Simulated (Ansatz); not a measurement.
# A two-dimensional sheet of C: a line through a two-coordinate scan

Aim: follow the energy of a two-dimensional sheet of C (2 atoms in the cell) along one coordinate, lattice constant a of the sheet (both vectors scaled alike), with the other held at buckling: height of C1 above C2 = 0.286 Å.

Computed with Ansatz 0.2.0 (DFT PBE+D3(BJ), scalar-relativistic, plane waves, PAW, unless a step's input says otherwise).

28 further runs of the same task are left out: 28 set aside as unsound or not needed.

## (1) The starting structure

It takes space group P-3m1 (No. 164, trigonal). The conventional cell has a = 2.281 Å, b = 2.281 Å, c = 26.002 Å, α = 90.00°, β = 90.00°, γ = 120.00°. C (site symmetry 3m) is surrounded by 3 C at 1.35 Å.

Coordinates:

```cif
data_structure
_symmetry_space_group_name_H-M 'P-3m1'
_symmetry_Int_Tables_number 164
_cell_length_a 2.2810
_cell_length_b 2.2810
_cell_length_c 26.0024
_cell_angle_alpha 90.000
_cell_angle_beta 90.000
_cell_angle_gamma 120.000
_cell_volume 117.16
loop_
_atom_site_label
_atom_site_type_symbol
_atom_site_symmetry_multiplicity
_atom_site_Wyckoff_symbol
_atom_site_fract_x
_atom_site_fract_y
_atom_site_fract_z
_atom_site_occupancy
C1 C 2 d 0.66667 0.33333 0.50550 1
```

This is the geometry of the first run shown, built on a cell relaxed beforehand with the same method.

## (2) What is varied

Atoms count from 1 in the order of the input.

The lattice constant and the buckling of a sheet are varied, nothing relaxed.

The axes are (1) lattice constant a of the sheet (both vectors scaled alike): 8 values from 2.281 to 2.614 Å; (2) buckling: height of C1 above C2: 8 values from 0.000 to 1.000 Å.

Nothing else is relaxed. Points are written as (first, second).

## (3) Point (2.281 Å, 0.286 Å)

The sheet is isolated along c: the input cuts the Coulomb interaction between periodic copies.

input.yaml

```yaml
crystal:
  lattice:
    - [2.281, 0.0, 0.0]
    - [-1.1405, 1.975403946, 0.0]
    - [0.0, 0.0, 26.0024170307]
  atoms:
    - { symbol: C, position: [0.6666666667, 0.3333333333, 0.5054994888] }
    - { symbol: C, position: [0.3333333333, 0.6666666667, 0.4945005112] }
  periodic: [true, true, false]
basis:
  ecutwfc: 420
kpoints:
  mp_grid: { grid: [21, 21, 1] }
hamiltonian:
  xc: pbe
  pseudopotentials: { kind: paw, azcp: { folder: soft_1 } }
  dispersion: d3bj
scf:
  occupations: { method: gaussian, width: 0.1 }
output:
  forces: true
  stress: true
  eigenvalues: true
```

Command:

```console
$ ansatz run input.yaml --threads 1 --pin off --max-ram 3072MiB --backend cpu --events-out ev --progress --plain --runs-dir out
```

Output, shortened:

```text
Warning: RAYON_NUM_THREADS=1 ignored (pool sized by the plan → 1); use --threads N
[...]
Pseudopotentials: kind: paw
Pseudopotential: C, paw, valence charge 4, recommended cutoff 420 eV (normal), <dir>
Functional definition: PBE
[...]
Crystal: 2 atoms, lattice volume = 117.164 Å³
Basis set: ecut = 420 eV, 2271 PW (Γ), exchange–correlation on 32×32×360 points (8 copies of the dense FFT grid, shifted against one another)
Bands: 8, of which v1, the nominal top of the filled ones, is band 4 counted from 1 (3 counted from 0)
Symmetry: 12 space group operations
Space group: P-3m1 (ITA 164), of the structure as read, at distance tolerance 4.9e-5 Å
k-points: 48 of 441
[...]
SCF iter   1: F=—  HF=-502.506676 eV  |F-HF|=—  |Δ(HF+E_count)|=         —  Δρ=6.17e-2  dr2=4.35e0  ethr=3.10e-3  ⟨swp⟩=10.3  Hψ=4874  notcnv=0
[...]
SCF iter   6: F=-500.496629 eV  HF=-500.496629 eV  |F-HF|=1.90e-8  |Δ(HF+E_count)|=   3.32e-7  Δρ=2.30e-6  dr2=5.56e-9  ethr=1.25e-9  ⟨swp⟩=15.0  Hψ=4822  notcnv=0
[...]
SCF converged after 6 iterations
Free energy (F): -500.496629 eV
[...]
E sigma→0 (E₀):  -500.496373 eV
Entropy (-TS):   -0.000512 eV (-0.256 meV/atom)
Fermi energy:    -3.671148 eV
[...]
--- Forces (eV/Å), atoms counted from 1 ---
  atom   1  C     -0.00000000     0.00000000    -4.43802345
  atom   2  C      0.00000000    -0.00000000     4.43802345
[...]
--- 2D stress c σ (N/m, compression-positive) ---
       41.157660      -0.000000       0.000000
       -0.000000      41.157660       0.000000
        0.000000       0.000000       0.000000
  P = ½ c Tr σ = 41.1577 N/m
--- Band table (eV; the first three rows and the last of 48) ---
  k-point 0: bands = ["-24.8102", "-12.6384", "-5.5161", "-5.5161", "-1.5680 (-1.5680°)", "-0.2244 (-0.2322°)", "0.3231", "0.5830"]
[...]
  ° read free of the cell's end (the report's vacuum.weakly_bound_levels)
```

Wall time 4.5 s (1 thread of Arm Neoverse V1, shared host); peak memory 0.34 GiB.

From the log: work function 3.67 eV.

## (4) Point (2.328 Å, 0.286 Å)

Changes to input.yaml since step 3:

```diff
@@ -2,4 +2,4 @@
   lattice:
-    - [2.281, 0.0, 0.0]
-    - [-1.1405, 1.975403946, 0.0]
+    - [2.328, 0.0, 0.0]
+    - [-1.164, 2.01610714, 0.0]
     - [0.0, 0.0, 26.0024170307]
@@ -23 +23,5 @@
   eigenvalues: true
+  write_density: true
+  write_potential: true
+  elf: true
+  volumetric_format: npy
```

Command:

```console
$ ansatz run input.yaml --threads 1 --pin off --max-ram 3072MiB --backend cpu --events-out ev --progress --plain --runs-dir out
```

Output, shortened:

```text
[...]
WARN: The output density's exchange-correlation potential varies sharply where the density is thin. Do not read a vacuum level from v_tot or v_xc, or from such a field of the output density. On a cell that repeats whose density bears no net charge and no dipole along the vacuum's axis use [...]
SCF converged after 6 iterations
Free energy (F): -500.902741 eV
[...]
E sigma→0 (E₀):  -500.902485 eV
Entropy (-TS):   -0.000512 eV (-0.256 meV/atom)
Fermi energy:    -3.898243 eV
[...]
--- Forces (eV/Å), atoms counted from 1 ---
  atom   1  C     -0.00000000     0.00000000    -4.66102485
  atom   2  C      0.00000000    -0.00000000     4.66102485
[...]
--- 2D stress c σ (N/m, compression-positive) ---
       28.570512       0.000000       0.000000
       -0.000000      28.570512       0.000000
        0.000000       0.000000       0.000000
  P = ½ c Tr σ = 28.5705 N/m
--- Band table (eV; the first three rows and the last of 48) ---
  k-point 0: bands = ["-24.4886", "-12.3946", "-5.8476", "-5.8476", "-1.5477 (-1.5477°)", "-0.2213 (-0.2292°)", "0.3247", "0.5863"]
[...]
  ° read free of the cell's end (the report's vacuum.weakly_bound_levels)
```

Wall time 5.8 s (1 thread of Arm Neoverse V1, shared host); peak memory 0.35 GiB.

Read from this run: work function 3.90 eV.

Density in a lattice plane of the grid's cell (edges 2.33 and 26.00 Å, at 0.333 of the third edge), which holds C.

Ten even steps from '0' (0.00 e/Å³) to '9' (1.94 e/Å³):
```
000000
000000
000000
000000
000000
000000
000000
000000
000000
646989
000000
000000
000000
000000
000000
000000
000000
000000
000000
000000
```
Columns run along the first of these edges and rows up along the second, over one cell in 6 and 20 even steps from the bottom left corner. Atoms in the plane (fractional): C at (0.67, 0.51).

ELF in the same plane.

Values, 12 rows by 6 columns:
```
0.00 0.00 0.00 0.00 0.00 0.00
0.00 0.00 0.00 0.00 0.00 0.00
0.00 0.00 0.00 0.00 0.00 0.00
0.00 0.00 0.00 0.00 0.00 0.00
0.01 0.00 0.01 0.04 0.07 0.04
0.80 0.54 0.80 0.58 0.02 0.58
0.01 0.01 0.01 0.01 0.01 0.01
0.00 0.00 0.00 0.00 0.00 0.00
0.00 0.00 0.00 0.00 0.00 0.00
0.00 0.00 0.00 0.00 0.00 0.00
0.00 0.00 0.00 0.00 0.00 0.00
0.00 0.00 0.00 0.00 0.00 0.00
```
Columns run along the first of these edges and rows up along the second, over one cell in 6 and 12 even steps from the bottom left corner. Atoms in the plane (fractional): C at (0.67, 0.51).

Both are smooth fields of the valence electrons: close to the nuclei they are not physical.

Maxima of ELF outside the ion cores: 0.94 on the C–C line, 0.7 Å from C.

## (5) The run at (2.423 Å, 0.286 Å)

Changes to input.yaml since step 4:

```diff
@@ -2,4 +2,4 @@
   lattice:
-    - [2.328, 0.0, 0.0]
-    - [-1.164, 2.01610714, 0.0]
+    - [2.423, 0.0, 0.0]
+    - [-1.2115, 2.0983795534, 0.0]
     - [0.0, 0.0, 26.0024170307]
@@ -23,5 +23 @@
   eigenvalues: true
-  write_density: true
-  write_potential: true
-  elf: true
-  volumetric_format: npy
```

Command:

```console
$ ansatz run input.yaml --threads 1 --pin off --max-ram 3072MiB --backend cpu --events-out ev --progress --plain --runs-dir out
```

Output, shortened:

```text
Warning: RAYON_NUM_THREADS=1 ignored (pool sized by the plan → 1); use --threads N
[...]
[... 3 set-up lines as earlier in the session ...]
[...]
Crystal: 2 atoms, lattice volume = 132.206 Å³
Basis set: ecut = 420 eV, 2493 PW (Γ), exchange–correlation on 36×36×360 points (8 copies of the dense FFT grid, shifted against one another)
Bands: 8, of which v1, the nominal top of the filled ones, is band 4 counted from 1 (3 counted from 0)
[... 1 set-up line as earlier in the session ...]
Space group: P-3m1 (ITA 164), of the structure as read, at distance tolerance 5.1e-5 Å
k-points: 48 of 441
[...]
SCF iter   1: F=—  HF=-502.544316 eV  |F-HF|=—  |Δ(HF+E_count)|=         —  Δρ=4.68e-2  dr2=2.75e0  ethr=3.10e-3  ⟨swp⟩=9.1  Hψ=4355  notcnv=0
[...]
SCF iter   6: F=-501.328899 eV  HF=-501.328899 eV  |F-HF|=1.51e-8  |Δ(HF+E_count)|=   2.86e-7  Δρ=2.03e-6  dr2=2.99e-9  ethr=1.25e-9  ⟨swp⟩=14.3  Hψ=4814  notcnv=0
[...]
SCF converged after 6 iterations
Free energy (F): -501.328899 eV
[...]
E sigma→0 (E₀):  -501.328643 eV
Entropy (-TS):   -0.000512 eV (-0.256 meV/atom)
Fermi energy:    -4.301710 eV
[...]
--- Forces (eV/Å), atoms counted from 1 ---
  atom   1  C     -0.00000000     0.00000000    -4.86728812
  atom   2  C      0.00000000    -0.00000000     4.86728812
[...]
--- 2D stress c σ (N/m, compression-positive) ---
        7.424946       0.000000       0.000000
        0.000000       7.424946       0.000000
        0.000000       0.000000       0.000000
  P = ½ c Tr σ = 7.4249 N/m
--- Band table (eV; the first three rows and the last of 48) ---
  k-point 0: bands = ["-23.8590", "-11.9380", "-6.4179", "-6.4179", "-1.5139 (-1.5139°)", "-0.2170 (-0.2251°)", "0.3243", "0.5912"]
[...]
  ° read free of the cell's end (the report's vacuum.weakly_bound_levels)
```

It took 4.6 s on 1 thread of Arm Neoverse V1, shared host; peak memory 0.35 GiB.

Read from this run: work function 4.30 eV.

## (6) The run at (2.471 Å, 0.286 Å)

Changes to input.yaml since step 5:

```diff
@@ -2,4 +2,4 @@
   lattice:
-    - [2.423, 0.0, 0.0]
-    - [-1.2115, 2.0983795534, 0.0]
+    - [2.471, 0.0, 0.0]
+    - [-1.2355, 2.1399487728, 0.0]
     - [0.0, 0.0, 26.0024170307]
```

Command:

```console
$ ansatz run input.yaml --threads 1 --pin off --max-ram 3072MiB --backend cpu --events-out ev --progress --plain --runs-dir out
```

Output, shortened:

```text
[...]
SCF converged after 6 iterations
Free energy (F): -501.368517 eV
[...]
E sigma→0 (E₀):  -501.368261 eV
Entropy (-TS):   -0.000512 eV (-0.256 meV/atom)
Fermi energy:    -4.480798 eV
[...]
--- Forces (eV/Å), atoms counted from 1 ---
  atom   1  C     -0.00000000     0.00000000    -4.87109003
  atom   2  C      0.00000000    -0.00000000     4.87109003
[...]
--- 2D stress c σ (N/m, compression-positive) ---
       -0.880780       0.000000       0.000000
        0.000000      -0.880780       0.000000
        0.000000       0.000000       0.000000
  P = ½ c Tr σ = -0.8808 N/m
--- Band table (eV; the first three rows and the last of 48) ---
  k-point 0: bands = ["-23.5519", "-11.7242", "-6.6613", "-6.6613", "-1.5008 (-1.5008°)", "-0.2152 (-0.2235°)", "0.3233", "0.5933"]
[...]
  ° read free of the cell's end (the report's vacuum.weakly_bound_levels)
```

Run time: 4.7 s. Hardware: 1 thread of Arm Neoverse V1, shared host; peak memory 0.36 GiB.

Read from this run: work function 4.48 eV.

## (7) The run at (2.518 Å, 0.286 Å)

Changes to input.yaml since step 6:

```diff
@@ -2,4 +2,4 @@
   lattice:
-    - [2.471, 0.0, 0.0]
-    - [-1.2355, 2.1399487728, 0.0]
+    - [2.518, 0.0, 0.0]
+    - [-1.259, 2.1806519667, 0.0]
     - [0.0, 0.0, 26.0024170307]
```

Command:

```console
$ ansatz run input.yaml --threads 1 --pin off --max-ram 3072MiB --backend cpu --events-out ev --progress --plain --runs-dir out
```

Output, shortened:

```text
[...]
SCF converged after 6 iterations
Free energy (F): -501.313718 eV
[...]
E sigma→0 (E₀):  -501.313462 eV
Entropy (-TS):   -0.000512 eV (-0.256 meV/atom)
Fermi energy:    -4.641835 eV
[...]
--- Forces (eV/Å), atoms counted from 1 ---
  atom   1  C      0.00000000     0.00000000    -4.82236500
  atom   2  C      0.00000000    -0.00000000     4.82236500
[...]
--- 2D stress c σ (N/m, compression-positive) ---
       -7.523140       0.000000       0.000000
        0.000000      -7.523140       0.000000
        0.000000       0.000000       0.000000
  P = ½ c Tr σ = -7.5231 N/m
--- Band table (eV; the first three rows and the last of 48) ---
  k-point 0: bands = ["-23.2584", "-11.5247", "-6.8749", "-6.8749", "-1.4909 (-1.4909°)", "-0.2137 (-0.2220°)", "0.3215", "0.5952"]
[...]
  ° read free of the cell's end (the report's vacuum.weakly_bound_levels)
```

It took 5.2 s on 1 thread of Arm Neoverse V1, shared host; peak memory 0.35 GiB.

Read from this run: work function 4.64 eV.

## (8) Grid point (2.566 Å, 0.286 Å)

Changes to input.yaml since step 7:

```diff
@@ -2,4 +2,4 @@
   lattice:
-    - [2.518, 0.0, 0.0]
-    - [-1.259, 2.1806519667, 0.0]
+    - [2.566, 0.0, 0.0]
+    - [-1.283, 2.2222211861, 0.0]
     - [0.0, 0.0, 26.0024170307]
@@ -23 +23,5 @@
   eigenvalues: true
+  write_density: true
+  write_potential: true
+  elf: true
+  volumetric_format: npy
```

Command:

```console
$ ansatz run input.yaml --threads 1 --pin off --max-ram 3072MiB --backend cpu --events-out ev --progress --plain --runs-dir out
```

Output, shortened:

```text
Warning: RAYON_NUM_THREADS=1 ignored (pool sized by the plan → 1); use --threads N
[...]
[... 3 set-up lines as earlier in the session ...]
[...]
Crystal: 2 atoms, lattice volume = 148.271 Å³
Basis set: ecut = 420 eV, 2961 PW (Γ), exchange–correlation on 36×36×360 points (8 copies of the dense FFT grid, shifted against one another)
Bands: 8, of which v1, the nominal top of the filled ones, is band 4 counted from 1 (3 counted from 0)
[... 1 set-up line as earlier in the session ...]
Space group: P-3m1 (ITA 164), of the structure as read, at distance tolerance 5.3e-5 Å
k-points: 48 of 441
[...]
SCF iter   1: F=—  HF=-501.869673 eV  |F-HF|=—  |Δ(HF+E_count)|=         —  Δρ=3.56e-2  dr2=1.69e0  ethr=3.10e-3  ⟨swp⟩=8.2  Hψ=4029  notcnv=0
[...]
SCF iter   6: F=-501.176667 eV  HF=-501.176667 eV  |F-HF|=1.71e-8  |Δ(HF+E_count)|=   2.73e-7  Δρ=1.39e-6  dr2=1.27e-9  ethr=1.25e-9  ⟨swp⟩=19.0  Hψ=4868  notcnv=0
[...]
WARN: The output density's exchange-correlation potential varies sharply where the density is thin. Do not read a vacuum level from v_tot or v_xc, or from such a field of the output density. On a cell that repeats whose density bears no net charge and no dipole along the vacuum's axis use [...]
SCF converged after 6 iterations
Free energy (F): -501.176667 eV
[...]
E sigma→0 (E₀):  -501.176411 eV
Entropy (-TS):   -0.000512 eV (-0.256 meV/atom)
Fermi energy:    -4.792823 eV
[...]
--- Forces (eV/Å), atoms counted from 1 ---
  atom   1  C      0.00000000    -0.00000000    -4.72767615
  atom   2  C      0.00000000     0.00000000     4.72767615
[...]
--- 2D stress c σ (N/m, compression-positive) ---
      -13.045619      -0.000000       0.000000
       -0.000000     -13.045619      -0.000000
        0.000000       0.000000       0.000000
  P = ½ c Tr σ = -13.0456 N/m
--- Band table (eV; the first three rows and the last of 48) ---
  k-point 0: bands = ["-22.9660", "-11.3304", "-7.0690", "-7.0690", "-1.4840 (-1.4840°)", "-0.2121 (-0.2205°)", "0.3188", "0.5967"]
[...]
  ° read free of the cell's end (the report's vacuum.weakly_bound_levels)
```

Wall time 6.2 s (1 thread of Arm Neoverse V1, shared host); peak memory 0.36 GiB.

This gives work function 4.79 eV.

Density in a lattice plane of the grid's cell (edges 2.57 and 26.00 Å, at 0.333 of the third edge), which holds C.

Ten even steps from '0' (0.00 e/Å³) to '9' (1.58 e/Å³):
```
000000
000000
000000
000000
000000
000000
000000
000000
000000
546999
000000
000000
000000
000000
000000
000000
000000
000000
000000
000000
```
Columns run along the first of these edges and rows up along the second, over one cell in 6 and 20 even steps from the bottom left corner. Atoms in the plane (fractional): C at (0.67, 0.51).

ELF in the same plane.

Ten even steps from '0' (0.00) to '9' (0.77):
```
000000
000000
000000
000000
000000
000000
000000
000000
313787
969707
333222
000000
000000
000000
000000
000000
000000
000000
000000
000000
```
Columns run along the first of these edges and rows up along the second, over one cell in 6 and 20 even steps from the bottom left corner. Atoms in the plane (fractional): C at (0.67, 0.51).

Both are smooth fields of the valence electrons: close to the nuclei they are not physical.

Outside the cores ELF peaks at 0.93 on the C–C line, 0.7 Å from C.

## (9) Point (2.614 Å, 0.286 Å)

Changes to input.yaml since step 8:

```diff
@@ -2,4 +2,4 @@
   lattice:
-    - [2.566, 0.0, 0.0]
-    - [-1.283, 2.2222211861, 0.0]
+    - [2.614, 0.0, 0.0]
+    - [-1.307, 2.2637904055, 0.0]
     - [0.0, 0.0, 26.0024170307]
@@ -23,5 +23 @@
   eigenvalues: true
-  write_density: true
-  write_potential: true
-  elf: true
-  volumetric_format: npy
```

Command:

```console
$ ansatz run input.yaml --threads 1 --pin off --max-ram 3072MiB --backend cpu --events-out ev --progress --plain --runs-dir out
```

Output, shortened:

```text
Warning: RAYON_NUM_THREADS=1 ignored (pool sized by the plan → 1); use --threads N
[...]
[... 3 set-up lines as earlier in the session ...]
[...]
Crystal: 2 atoms, lattice volume = 153.871 Å³
Basis set: ecut = 420 eV, 3093 PW (Γ), exchange–correlation on 36×36×360 points (8 copies of the dense FFT grid, shifted against one another)
Bands: 8, of which v1, the nominal top of the filled ones, is band 4 counted from 1 (3 counted from 0)
[... 1 set-up line as earlier in the session ...]
Space group: P-3m1 (ITA 164), of the structure as read, at distance tolerance 5.4e-5 Å
k-points: 48 of 441
[...]
SCF iter   1: F=—  HF=-501.534835 eV  |F-HF|=—  |Δ(HF+E_count)|=         —  Δρ=3.26e-2  dr2=1.43e0  ethr=3.10e-3  ⟨swp⟩=8.1  Hψ=3918  notcnv=0
[...]
SCF iter   6: F=-500.970197 eV  HF=-500.970197 eV  |F-HF|=1.57e-8  |Δ(HF+E_count)|=   2.74e-7  Δρ=1.21e-6  dr2=1.17e-9  ethr=1.25e-9  ⟨swp⟩=13.2  Hψ=3687  notcnv=0
[...]
SCF converged after 6 iterations
Free energy (F): -500.970197 eV
[...]
E sigma→0 (E₀):  -500.969941 eV
Entropy (-TS):   -0.000512 eV (-0.256 meV/atom)
Fermi energy:    -4.931529 eV
[...]
--- Forces (eV/Å), atoms counted from 1 ---
  atom   1  C      0.00000000     0.00000000    -4.59517315
  atom   2  C      0.00000000    -0.00000000     4.59517315
[...]
--- 2D stress c σ (N/m, compression-positive) ---
      -17.507070      -0.000000       0.000000
       -0.000000     -17.507070       0.000000
        0.000000       0.000000       0.000000
  P = ½ c Tr σ = -17.5071 N/m
--- Band table (eV; the first three rows and the last of 48) ---
  k-point 0: bands = ["-22.6810", "-11.1451", "-7.2410", "-7.2410", "-1.4810 (-1.4810°)", "-0.2109 (-0.2195°)", "0.3143", "0.5981"]
[...]
  ° read free of the cell's end (the report's vacuum.weakly_bound_levels)
```

It took 4.8 s on 1 thread of Arm Neoverse V1, shared host; peak memory 0.36 GiB.

This gives work function 4.93 eV.

## (10) What came out

```
lattice constant a of the sheet (both vectors scaled alike) (Å)  step  energy (meV/atom)  slope (meV/atom per Å)  work function of the top face (eV)
                                                          2.281     3                436                   −5075                                3.67
                                                          2.328     4                233                   −3595                                3.90
                                                          2.376     –                 94                   −2209                                4.11
                                                          2.423     5                 20                    −972                                4.30
                                                          2.471     6                  0                     118                                4.48
                                                          2.518     7                 27                    1024                                4.64
                                                          2.566     8                 96                    1809                                4.79
                                                          2.614     9                199                    2474                                4.93
```

Energies count from the lowest point of the line. Rows without a step come from runs not printed here or follow by symmetry. Slopes come from the forces (and the stress, where the cell changes), not from differences of energies.

In words: The lowest point of the line is at 2.471 Å. Energies and slopes round the minimum, fitted together, put the minimum at 2.4655 Å, with a curvature of about 21000 meV/atom per Å². The highest point computed, at 2.281 Å, lies 436 meV/atom above the lowest. This is one cut through a surface in two coordinates; the map's lowest point lies off it.
